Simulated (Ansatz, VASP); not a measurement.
## Al: VASP beside Ansatz

```
CELL_PARAMETERS angstrom
1.60152 0.92464 7.19947
-1.60152 0.92464 7.19947
0.00000 -1.84927 7.19947
ATOMIC_POSITIONS crystal
Al 0.00000 0.00000 0.00000
Al 0.78299 0.78299 0.78299
Al 0.21701 0.21701 0.21701
```

Alike in both runs: task single point; functional PBE; k mesh 15 × 15 × 15; occupations gaussian, width 0.1 eV; no spin polarisation.

|  | VASP | Ansatz |
| --- | --- | --- |
| version | VASP 6.6.1 | Ansatz 0.2.0 |
| potentials or method | VASP PAW PBE potentials, release 64 (Al) | scalar-relativistic, plane waves, PAW |
| plane-wave cutoff (eV) | 520 | 420 |
| valence electrons in the cell | 9 | 9 |

```tsv
	VASP	Ansatz	Ansatz less VASP
gap on the k mesh at the Fermi level (eV)	none	none	-
pressure (GPa)	-9.6	-9.6	+0.01
largest component of the traceless stress (GPa)	0.69	0.69	+0.006
rms of the force components (eV/Å)	0.229	0.229	-0.0001
```

Atom by atom the forces differ by 0.000 eV/Å (rms over components). A gap of «none» marks a metal or a gap that the smearing closes. The functional is the same, so the differences come from potentials, cutoffs and numerics.
